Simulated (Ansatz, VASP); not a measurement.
## Pb in VASP and in Ansatz

The input INCAR:

```
SYSTEM = Pb
PREC = Accurate
ENCUT = 520
EDIFF = 1E-7
ISMEAR = 0
SIGMA = 0.02
LREAL = .FALSE.
LASPH = .TRUE.
NELM = 100
ALGO = Normal
ISIF = 2
LWAVE = .FALSE.
LCHARG = .TRUE.
GGA = PS
LELF = .TRUE.
LVHAR = .TRUE.
NBANDS = 13
```

KPOINTS

```
regular mesh
0
G
  9 9 9
  0 0 0
```

POSCAR

```
Pb
1.0
    3.4288709500      0.0000000000      0.0000000000
   -1.1429569831      3.2327705342      0.0000000000
   -1.1429569831     -1.6163852665      2.7996614075
Pb
1
Direct
    0.0000000000      0.0000000000      0.0000000000
```

File input.yaml:

```yaml
crystal:
  lattice:
    - [3.42887095, 0.0, 0.0]
    - [-1.1429569831, 3.2327705342, 0.0]
    - [-1.1429569831, -1.6163852665, 2.7996614075]
  atoms:
    - { symbol: Pb, position: [0.0, 0.0, 0.0] }
kpoints:
  mp_grid: { grid: [9, 9, 9] }
scf:
  occupations: { method: gaussian, width: 0.02 }
hamiltonian:
  xc: pbesol
  pseudopotentials: { kind: all_electron, lapw: { basis_error: 0.001 } }
output:
  forces: true
  stress: true
  eigenvalues: true
```

Alike in both runs: task single point; functional PBEsol; k mesh 9 × 9 × 9; occupations gaussian, width 0.02 eV; no spin polarisation.

```csv
,VASP,Ansatz
version,VASP 6.6.1,Ansatz 0.2.0
potentials or method,"VASP PAW PBE potentials, release 64 (Pb_d)","all-electron LAPW, scalar-relativistic"
plane-wave cutoff (eV),520,see its input
```

Ansatz gave:

* gap on the k mesh at the Fermi level (eV): none
* pressure (GPa): -2.0

Task: Which values does VASP return?

Result: gap on the k mesh at the Fermi level (eV): none; pressure (GPa): -2.1.

A gap of «none» marks a metal or a gap that the smearing closes. Ansatz ran all-electron here, so the differences hold the error of VASP's frozen core and of both bases.

Caveats: the PAW data sets were made with another functional, which shifts forces and pressure a little (VASP). Spin-orbit coupling is left out, which matters for the levels of Pb.
